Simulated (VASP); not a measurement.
Crystal: InSb.

```
CELL_PARAMETERS angstrom
-2.94474 2.94474 1.63638
2.94474 -2.94474 1.63638
2.94474 2.94474 -1.63638
ATOMIC_POSITIONS crystal
In 0.75000 0.25000 0.50000
Sb 0.00000 0.00000 0.00000
```

Measurements of this composition are mostly on another form, of space group No. 216.

- Program: VASP 6.6.1
- Task: relaxation of cell and atoms
- Functional: PBE
- Dispersion: D3(BJ)
- Potentials or basis: VASP PAW PBE potentials, release 64 (In_d, Sb)
- Cutoff: 600 eV
- k mesh: 14 × 14 × 14
- Occupations: gaussian, width 0.1 eV
- Spin: no spin polarisation

At the start: pressure -2.3 GPa; volume 28.38 Å³/atom.

Q: How do energy, volume and symmetry change on relaxing?

A: Over 5 steps the energy falls by 11.7 meV/atom and the volume is 26.97 Å³/atom (-5.0 %); space group I-4m2 (No. 119, to 0.05 Å).

The path:
```
step  energy change (eV)  largest force (eV/Å)  pressure (GPa)  volume (Å³)
   1              0.0000                0.0000           -2.34        56.76
   2             -0.0217                0.0000            0.58        53.42
   3             -0.0224                0.0000            0.07        53.92
   4             -0.0233                0.0000            0.04        53.93
   5             -0.0235                0.0000            0.03        53.93
```

Final structure:
```
In Sb
1.0
    -2.91212    2.91212    1.58987
     2.91212   -2.91212    1.58987
     2.91212    2.91212   -1.58987
In Sb
1 1
Direct
  0.75000 0.25000 0.50000
  0.00000 0.00000 0.00000
```

Caveat: pairwise dispersion overbinds metals, which lowers pressure and volume.
